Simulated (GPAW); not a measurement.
Runs of GPAW 26.7.0 on MgS (Niningerite). It takes space group Fm-3m (No. 225, cubic). Conventional cell: a = 5.203 Å, b = 5.203 Å, c = 5.203 Å, α = 90.00°, β = 90.00°, γ = 90.00°. S (site symmetry m-3m) has 6 Mg at 2.60 Å as nearest neighbours. Mg (site symmetry m-3m) has 6 S at 2.60 Å as nearest neighbours. 

```tsv
task	level	potentials or basis	cell	k mesh	cutoff (eV)	smearing	maxiter	data set	optimizer	fmax	max steps	gap on the mesh (eV)	pressure (GPa)	V0 of scaled cells (Å³/atom)	relaxed volume (Å³/atom)	B0 (GPa)
equation of state	PBE	GPAW PAW data sets (gpaw-data 1.2.1), other valence, pw	as given	7 × 7 × 7	800	fermi-dirac 0.05 eV	150	Mg 2	-	-	-	-	-	17.95	-	74
single point	r2SCAN	GPAW PAW data sets (gpaw-data 1.2.1), newer versions, pw	as given	7 × 7 × 7	650	fermi-dirac 0.05 eV	80	S v3	-	-	-	(a)	0.1	-	-	-
electron localisation function	LDA	the program's PAW data sets (release 1.2.1) made for this functional, other valence, pw	as given	5 × 5 × 5	680	fermi-dirac 0.01 eV	150	Mg 2	-	-	-	2.92	(d)	-	-	-
relaxation of cell and atoms	PBE+D3(BJ)	GPAW PAW data sets (gpaw-data 1.2.1), pw	relaxed	9 × 9 × 9	800	fermi-dirac 0.05 eV	150	-	BFGS	0.02 eV/Å	60	2.99	0.1	-	17.09	-
relaxation of cell and atoms	PBE+D4	GPAW PAW data sets (gpaw-data 1.2.1), pw	relaxed	9 × 9 × 9	800	fermi-dirac 0.05 eV	150	-	BFGS	0.02 eV/Å	60	2.97	0.0	-	17.26	-
band structure	LDA	the program's PAW data sets (release 1.2.1) made for this functional, pw	as given	7 × 7 × 7	800	fermi-dirac 0.05 eV	150	-	-	-	-	2.78	-3.3	-	-	-
equation of state	PBE	GPAW PAW data sets (gpaw-data 1.2.1), pw	as given	9 × 9 × 9	800	fermi-dirac 0.05 eV	150	-	-	-	-	-	-	17.86	-	74
equation of state	PBEsol	PAW data sets generated in the run's folder for this functional, pw	as given	9 × 9 × 9	800	fermi-dirac 0.05 eV	150	-	-	-	-	-	-	17.41	-	(b)
equation of state	PBE	GPAW PAW data sets (gpaw-data 1.2.1), pw	as given	7 × 7 × 7	800	fermi-dirac 0.05 eV	150	-	-	-	-	-	-	17.87	-	74
band structure	PW91	PAW data sets generated in the run's folder for this functional, pw	as given	7 × 7 × 7	800	fermi-dirac 0.05 eV	150	-	-	-	-	3.03	1.1	-	-	-
relaxation of cell and atoms	PBEsol	PAW data sets generated in the run's folder for this functional, pw	relaxed	9 × 9 × 9	800	fermi-dirac 0.05 eV	150	-	BFGS	0.02 eV/Å	60	2.87	0.0	-	(c)	-
relaxation of cell and atoms	PBE	GPAW PAW data sets (gpaw-data 1.2.1), pw	relaxed	9 × 9 × 9	800	fermi-dirac 0.05 eV	150	-	BFGS	0.02 eV/Å	60	2.89	0.0	-	17.85	-
```

Alike in all rows: no spin polarisation.

**Question.** Fill in the values left out.

**Answer.** (a) 3.70; (b) 78; (c) 17.40; (d) -2.3.

Caveats: an odd mesh through Γ misses points on the zone boundary, where band edges often lie (some runs); later steps reuse the first step's grids (some runs); the cutoff is short for stress and forces, so pressures can be off by a GPa or more (some runs); the mesh misses the band edges, which the band path finds closer together (some runs); the PAW data sets were made with another functional, which shifts forces and pressure a little (some runs).

Not every run made on this cell is shown here.
